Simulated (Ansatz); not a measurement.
# PtSe2: the cost of one run

Computed with Ansatz 0.2.0 (DFT PBE+D3(BJ), scalar-relativistic, plane waves, PAW, unless a step's input says otherwise).

The COD entry's cell or inner coordinates are ideal or old and differ from later refinements, so a difference from it is no clean test against experiment.

2 further runs of the same task are left out: 2 set aside as unsound or not needed.

## Step 1: Starting point

Symmetry: P-3m1, No. 164, trigonal system. The conventional cell has a = 3.724 Å, b = 3.724 Å, c = 5.062 Å, α = 90.00°, β = 90.00°, γ = 120.00°. Pt (site symmetry -3m) is surrounded by 6 Se at 2.49 Å. Se (site symmetry 3m) has 3 Pt at 2.49 Å as nearest neighbours.

Structure file:

```cif
data_structure
_symmetry_space_group_name_H-M 'P-3m1'
_symmetry_Int_Tables_number 164
_cell_length_a 3.7240
_cell_length_b 3.7240
_cell_length_c 5.0620
_cell_angle_alpha 90.000
_cell_angle_beta 90.000
_cell_angle_gamma 120.000
_cell_volume 60.80
loop_
_atom_site_label
_atom_site_type_symbol
_atom_site_symmetry_multiplicity
_atom_site_Wyckoff_symbol
_atom_site_fract_x
_atom_site_fract_y
_atom_site_fract_z
_atom_site_occupancy
Pt1 Pt 1 a 0.00000 0.00000 0.00000 1
Se1 Se 2 d 0.33333 0.66667 0.25000 1
```

The structure comes from the Crystallography Open Database.

## Step 9: The grid

Atoms count from 1 in the order of the input.

The upper layer of a bilayer is slid over the lower one; relaxed at each slide: nothing; the origin of the map has Se4 above Se3; the distance between the facing planes is held at 3.16 Å.

First coordinate, slide of the upper layer along the first cell vector, from Se4 above Se3: 6 values from 0.000 to 0.833, periodic. Second coordinate, slide of the upper layer along the second cell vector, from Se4 above Se3: 6 values from 0.000 to 0.833, periodic.

Nothing else is relaxed. Points are written as (first, second).

The two vectors of the plane (Å): (3.707, 0.000, 0.000); (-1.853, 3.210, 0.000).

(The set-up runs are not shown.)

## Step 10: Grid point (0/6, 0/6) of the map's two axes

The input, input.yaml:

```yaml
crystal:
  lattice:
    - [3.7069017607, 0.0, 0.0]
    - [-1.8534508804, 3.2102710941, 0.0]
    - [0.0, 0.0, 22.7988446004]
  atoms:
    - { symbol: Se, position: [0.6666666667, 0.3333333333, 0.1973784233] }
    - { symbol: Pt, position: [0.0, 0.0, 0.255482734] }
    - { symbol: Se, position: [0.3333333333, 0.6666666667, 0.3135870447] }
    - { symbol: Se, position: [0.3333333333, 0.6666666667, 0.4521905597] }
    - { symbol: Pt, position: [-0.3333333333, 0.3333333333, 0.5102948704] }
    - { symbol: Se, position: [0.0, 1.0, 0.5683991811] }
basis:
  ecutwfc: 420
kpoints:
  mp_grid: { grid: [9, 9, 1] }
hamiltonian:
  xc: pbe
  dispersion: d3bj
scf:
  occupations: { method: gaussian, width: 0.05 }
output:
  forces: true
  eigenvalues: true
efield:
  axis: 3
  dipole_correction: true
  ramp_width: 0.04
```

Started as:

```console
$ ansatz run input.yaml --threads 1 --pin off --max-ram 3072MiB --backend cpu --events-out ev --progress --plain --runs-dir out
```

**Question.** How long does this run take on 1 thread of Arm Neoverse V1, shared host, and how much memory does it need?

About 23 s, with a peak of 0.49 GiB.
